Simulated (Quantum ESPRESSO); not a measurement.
**Ti under changes of volume**

One of the cells (17.636 Å³/atom); the others are scaled copies at fixed shape and fractional positions:

```
CELL_PARAMETERS angstrom
2.95000 0.00000 0.00000
-1.47500 2.55477 0.00000
0.00000 0.00000 4.68000
ATOMIC_POSITIONS crystal
Ti 0.66667 0.33333 0.75000
Ti 0.33333 0.66667 0.25000
```

| Property | Result |
| --- | --- |
| Program | Quantum ESPRESSO 7.5 |
| Functional | r2SCAN |
| Potentials or basis | SG15 PBE 1.2 |
| Cutoff | 952 eV |
| Density cutoff | 3810 eV |
| k mesh | 8 × 8 × 4 |
| Occupations | fermi-dirac, width 0.05 eV |
| Spin | no spin polarisation |

| volume (Å³/atom) | energy over the lowest point (meV/atom) | pressure (GPa) |
| --- | --- | --- |
| 16.577 | ? | ? |
| 16.930 | 3.05 | 2.7 |
| 17.283 | 0.00 | 0.1 |
| 17.636 | 2.41 | -2.2 |
| 17.988 | 9.82 | -4.4 |
| 18.341 | 21.78 | -6.4 |
| 18.694 | 37.90 | -8.1 |

Task: What does the run at 16.577 Å³/atom give?

Result: Energy over the lowest point 12.08 meV/atom; pressure 5.5 GPa.

Worked out: A Birch-Murnaghan fit of order 3 (a polynomial in V^(-2/3)) to the other rows has its minimum at 17.30 Å³/atom with B0 = V·E''(V) = 121 GPa and B' = 3.6 at fixed shape and positions, which overstates the stiffness. It gives 12.13 meV/atom at 16.577 Å³/atom, against the run's 12.08, and -dE/dV = 5.6 GPa, against 5.5.

Energies are extrapolated to zero smearing.

Caveats: the potentials were made for another functional, which shifts forces and pressure.
